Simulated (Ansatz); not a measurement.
# InAs (F-43m) in Ansatz: convergence with xc grid

Aim: find how far xc grid must go before the results for InAs settle, at PBE. This setting moves, with any that are tied to it; all else stays.

Program: Ansatz 0.2.0. These are calculated values, not measurements. Logs are shortened: lines on timing, memory, paths and dates and some standing lists are left out, and cuts for length are marked.

**1. The structure**

Symmetry: F-43m, No. 216, cubic system. The conventional cell has a = 6.036 Å, b = 6.036 Å, c = 6.036 Å, α = 90.00°, β = 90.00°, γ = 90.00°. In (site symmetry -43m) is surrounded by 4 As at 2.61 Å. Around As (site symmetry -43m) lie 4 In at 2.61 Å.

**2. With xc grid 1**

File input.yaml:

```yaml
crystal:
  lattice:
    - [0.0, 3.018, 3.018]
    - [3.018, 0.0, 3.018]
    - [3.018, 3.018, 0.0]
  atoms:
    - { symbol: In, position: [0.0, 0.0, 0.0] }
    - { symbol: As, position: [0.75, 0.75, 0.75] }
kpoints:
  mp_grid: { grid: [8, 8, 8] }
scf:
  occupations: { method: fermi_dirac, width: 0.05 }
hamiltonian:
  xc: pbe
  pseudopotentials: { kind: all_electron, lapw: { basis_error: 0.001 } }
output:
  forces: true
  stress: true
  eigenvalues: true
basis:
  xc_grid: 1
```

Potentials or basis: all-electron LAPW, scalar-relativistic.

The run is started by

```console
$ ansatz run input.yaml --threads 1 --pin off --max-ram 3072MiB --backend cpu --events-out ev --progress --plain --runs-dir out
```

Wall time 17 s (1 thread of Intel Xeon Platinum 8259CL at 2.50GHz (Skylake/Cascade Lake), shared host); peak memory 0.35 GiB.

What came out:

- Free energy: -221570.3296 eV
- Pressure: 4.3 GPa
- Band gap on the k mesh: none (metal or under the smearing width)

**3. With xc grid 2**

Changes to input.yaml since step 2:

```diff
@@ -20,2 +20,2 @@
 basis:
-  xc_grid: 1
+  xc_grid: 2
```

Potentials or basis: all-electron LAPW, scalar-relativistic.

The run is started by

```console
$ ansatz run input.yaml --threads 1 --pin off --max-ram 3072MiB --backend cpu --events-out ev --progress --plain --runs-dir out
```

Wall time 15 s (1 thread of Intel Xeon Platinum 8259CL at 2.50GHz (Skylake/Cascade Lake), shared host); peak memory 0.34 GiB.

Results:

```yaml
Free_energy: -221570.3296 eV
Pressure: 4.3 GPa
Band_gap_on_the_k_mesh: none (metal or under the smearing width)
```

**4. With xc grid 3**

Changes to input.yaml since step 3:

```diff
@@ -20,2 +20,2 @@
 basis:
-  xc_grid: 2
+  xc_grid: 3
```

The run is started by

```console
$ ansatz run input.yaml --threads 1 --pin off --max-ram 3072MiB --backend cpu --events-out ev --progress --plain --runs-dir out
```

Run time: 24 s. Hardware: 1 thread of Intel Xeon Platinum 8259CL at 2.50GHz (Skylake/Cascade Lake), shared host; peak memory 0.35 GiB.

The run converged. Its results:

```
Free energy            : -221570.3296 eV
Pressure               : 4.3 GPa
Band gap on the k mesh : none (metal or under the smearing width)
```

**5. With xc grid 4**

Changes to input.yaml since step 4:

```diff
@@ -20,2 +20,2 @@
 basis:
-  xc_grid: 3
+  xc_grid: 4
```

Potentials or basis: all-electron LAPW, scalar-relativistic.

The run is started by

```console
$ ansatz run input.yaml --threads 1 --pin off --max-ram 3072MiB --backend cpu --events-out ev --progress --plain --runs-dir out
```

What it wrote:

```text
Warning: RAYON_NUM_THREADS=1 ignored (pool sized by the plan → 1); use --threads N
LAPW: plane waves up to 8.619 Å⁻¹, error target 1.0e-3 eV per atom; small_component_spin mean_spin; As in spheres of 1.266 Å, 23 of its electrons in bands, Dirac shells []; In in spheres of 1.348 Å, 21 of its electrons in bands, Dirac shells [] (how accurate: hamiltonian.pseudopotentials.lapw.basis_error, Limitations)
Engine: ansatz 0.2.0, x86_64-unknown-linux-gnu
Pseudopotentials: kind: all_electron
Pseudopotential: In, LAPW, valence charge 21, lapw/all_electron/scalar/gaussian/In, Koelling and Harmon's equation, gaussian nucleus
Pseudopotential: As, LAPW, valence charge 23, lapw/all_electron/scalar/gaussian/As, Koelling and Harmon's equation, gaussian nucleus
Functional definition: PBE
  parameter kappa = 0.804
  parameter beta = 0.06672455060314922
  exchange = pbe_x(kappa = kappa, mu = beta*pi^2/3)
  correlation = pbe_c(beta = beta)
Crystal: 2 atoms, lattice volume = 54.978 Å³
Basis set: ecut = 283.0201242697865 eV, 609 PW (Γ), exchange–correlation at level 4
Bands: 27, of which v1, the nominal top of the filled ones, is band 22 counted from 1 (21 counted from 0)
Symmetry: 24 space group operations
Space group: F-43m (ITA 216), of the structure as read, at distance tolerance 3.8e-5 Å
k-points: 29 of 512 (time reversal used)
Non-local potential: In, projectors of the file, none
Non-local potential: As, projectors of the file, none
Initial density: superposition of atomic densities (chi_scale 0.1, normalization cell, long waves kept (reshape's long-wave potential 0.00 eV rms))
Initial wavefunctions: plane waves of lowest kinetic energy (no species holds an atomic orbital)
Functional: x = pbe(κ = 0.804, μ = 0.2195149727645171), c = pbe(β = 0.06672455060314922)
iter 1 solved again at ethr=2.00e-3 eV; its pass at ethr=1.00e-1 eV (dr2=8.82e-1 eV) is discarded
SCF iter   1: F=—  HF=-221570.600926 eV  |F-HF|=—  |Δ(HF+E_count)|=         —  Δρ=2.93e-2  dr2=8.83e-1  ethr=2.00e-3  ⟨swp⟩=2.0  Hψ=4983  notcnv=0
preconditioner: auto → none  [insulator: Δε(μ)=0.159 eV  Ē_g=15.129 eV  σ=0.050 eV  W_gap=0.60  n_scr=14 (ndim 8)  ℏωp=21.2 eV  f_vac=0.128  D(μ)=0.04/eV (n_scr^D=0)  ε∞_Penn≈3.0]
iter 2 solved again at ethr=9.79e-5 eV; its pass at ethr=2.00e-3 eV (dr2=4.31e-2 eV) is discarded
SCF iter   2: F=—  HF=-221570.345057 eV  |F-HF|=—  |Δ(HF+E_count)|=   2.56e-1  Δρ=9.20e-3  dr2=4.31e-2  ethr=9.79e-5  ⟨swp⟩=2.0  Hψ=3989  notcnv=0
SCF iter   3: F=—  HF=-221570.329540 eV  |F-HF|=—  |Δ(HF+E_count)|=         —  Δρ=4.66e-3  dr2=1.27e-2  ethr=9.79e-5  ⟨swp⟩=2.0  Hψ=2329  notcnv=0
the basis was enlarged: its passes take 153.8 KiB over the memory plan, 1 of 1 planned eigensolver slots
SCF iter   4: F=—  HF=-221570.329659 eV  |F-HF|=—  |Δ(HF+E_count)|=   1.20e-4  Δρ=1.68e-3  dr2=1.78e-3  ethr=2.89e-5  ⟨swp⟩=2.0  Hψ=2192  notcnv=0
SCF iter   5: F=—  HF=-221570.329609 eV  |F-HF|=—  |Δ(HF+E_count)|=   5.03e-5  Δρ=3.00e-4  dr2=6.41e-5  ethr=4.05e-6  ⟨swp⟩=2.0  Hψ=2203  notcnv=0
SCF iter   6: F=—  HF=-221570.329645 eV  |F-HF|=—  |Δ(HF+E_count)|=   3.58e-5  Δρ=5.73e-5  dr2=1.54e-6  ethr=1.46e-7  ⟨swp⟩=3.0  Hψ=2259  notcnv=0
SCF iter   7: F=-221570.329649 eV  HF=-221570.329648 eV  |F-HF|=1.27e-7  |Δ(HF+E_count)|=   3.48e-6  Δρ=9.52e-6  dr2=5.47e-8  ethr=3.50e-9  ⟨swp⟩=3.0  Hψ=2301  notcnv=0
SCF 1 converged in 7 iterations: F = -221570.329649 eV  dr2 = 5.47e-8
SCF converged after 7 iterations
Free energy (F): -221570.329649 eV
Harris-Foulkes:  -221570.329648 eV  (|F-HF|=1.27e-7)
Internal energy: -221570.329100 eV  (E = F + TS)
E sigma→0 (E₀):  -221570.329374 eV
Entropy (-TS):   -0.000549 eV (-0.274 meV/atom)
Fermi energy:    9.792667 eV
--- Per-component energies (eV) ---
  E_band       = -1912.396725
  E_kinetic    = 230887.849509
  E_xc         = -6636.097168
  E_electrostatic = -445822.081441  (all electrons and nuclei)
  E_smearing   = -0.000549  (= −TS)
  E_closure    = 0.000000  (closes the sum)
  E_atoms      = -221562.685075  (free atoms, spherical and without spin; not in F)
  Σ components = -221570.329649   (vs F -221570.329649, Δ=0.00e0)
  Basis errors (estimates in eV, not in F): energy 4.4e-4 per atom: plane waves 4.0e-4 (2.4e-4 summed), levels above the bands 2.4e-75, relativity 5.6e-8, radial functions 4.1e-5, core shells 4.0e-7; eigenvalues (radial functions only) 1.2e-6; not estimated: angular momenta, meshes, grids; target (lapw.basis_error) 1.0e-3; muffin-tin radii As 1.266 Å, In 1.348 Å
--- Forces (eV/Å), atoms counted from 1 ---
  atom   1  In     0.00000000    -0.00000000     0.00000000
  atom   2  As    -0.00000000     0.00000000    -0.00000000
  max |Σ_I F_I| component: 2.31e-17 eV/Å
--- Stress (GPa, compression-positive) ---
        4.303378      -0.000000      -0.000000
       -0.000000       4.303378       0.000000
       -0.000000       0.000000       4.303378
  P = ⅓ Tr σ = 4.3034 GPa (43.034 kbar)
--- Band table (eV; the first three rows and the last of 29) ---
  k-point 0: bands = ["-174.8221", "-118.1939", "-118.1939", "-118.1939", "-105.4608", "-63.9469", "-63.9469", "-63.9469", "-25.2397", "-25.2397", "-25.2397", "-25.2318", "-25.2318", "-4.6576", "-4.6576", "-4.6576", "-4.5298", "-4.5298", "-2.1537", "9.5751", "9.7443", "9.7443", "9.7443", "13.6654", "13.6654", "13.6654", "17.2851"]
  k-point 1: bands = ["-174.8221", "-118.1939", "-118.1939", "-118.1939", "-105.4608", "-63.9469", "-63.9469", "-63.9469", "-25.2397", "-25.2397", "-25.2397", "-25.2318", "-25.2318", "-4.6782", "-4.6516", "-4.6516", "-4.5299", "-4.5299", "-1.9907", "7.8653", "9.5510", "9.5510", "10.8649", "13.8207", "13.9473", "13.9473", "18.1182"]
  k-point 2: bands = ["-174.8221", "-118.1939", "-118.1939", "-118.1939", "-105.4608", "-63.9469", "-63.9469", "-63.9469", "-25.2397", "-25.2396", "-25.2396", "-25.2318", "-25.2318", "-4.7247", "-4.6387", "-4.6387", "-4.5286", "-4.5286", "-1.5444", "6.0418", "9.1701", "9.1701", "11.0080", "14.3824", "14.3824", "14.9268", "18.1288"]
  k-point 28: bands = ["-174.8221", "-118.1939", "-118.1939", "-118.1939", "-105.4608", "-63.9470", "-63.9470", "-63.9469", "-25.2397", "-25.2397", "-25.2392", "-25.2318", "-25.2315", "-4.8204", "-4.6062", "-4.5819", "-4.5455", "-4.5216", "-0.0710", "4.0358", "6.7754", "6.8574", "13.9835", "14.0427", "14.7670", "15.8394", "19.6165"]
```

It took 17 s on 1 thread of Intel Xeon Platinum 8259CL at 2.50GHz (Skylake/Cascade Lake), shared host; peak memory 0.35 GiB.

Results:

| Property | Result |
| --- | --- |
| Free energy | -221570.3296 eV |
| Pressure | 4.3 GPa |
| Band gap on the k mesh | none (metal or under the smearing width) |

**6. The series at a glance**

```tsv
xc grid	energy less the tightest run, at zero smearing (meV/atom)	SCF cycles	CPU time (s)	peak memory (GiB)
1	0.00	7	15	0.35
2	0.00	7	15	0.34
3	0.00	7	20	0.35
4	0.00	7	17	0.35
```

Against the tightest run, the energy stays within 1 meV/atom from 1 on. The tightest run that finished is the yardstick and may itself not be fully converged.
